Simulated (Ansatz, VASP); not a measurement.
Zr3B5: VASP beside Ansatz

```
Zr B
1.0
     4.80216    0.00000    0.00000
     0.00000    4.80216    0.00000
     0.00000    0.00000    4.80216
Zr B
3 5
Direct
  0.50000 0.00000 0.00000
  0.00000 0.50000 0.00000
  0.00000 0.00000 0.50000
  0.00000 0.50000 0.50000
  0.50000 0.00000 0.50000
  0.50000 0.50000 0.00000
  0.50000 0.50000 0.50000
  0.00000 0.00000 0.00000
```

Alike in both runs: functional PBE; k mesh 8 × 8 × 8; occupations gaussian, width 0.1 eV; no spin polarisation.

Ansatz relaxed the structure, and its values are those at the end. VASP's run is a single point on that final structure, the one shown.

|  | VASP | Ansatz |
| --- | --- | --- |
| version | VASP 6.6.1 | Ansatz 0.2.0 |
| potentials or method | VASP PAW PBE potentials, release 64 (Zr_sv, B) | scalar-relativistic, plane waves, PAW |
| plane-wave cutoff (eV) | 520 | 420 |
| valence electrons in the cell | 51 | 51 |

Ansatz gave:

```
gap on the k mesh at the Fermi level (eV) : none
pressure (GPa)                            : 0.0
```

Problem. What did VASP give for the same quantities?

Solution. gap on the k mesh at the Fermi level (eV): none; pressure (GPa): 0.1.

A gap of «none» marks a metal or a gap that the smearing closes. The functional is the same, so the differences come from potentials, cutoffs and numerics.
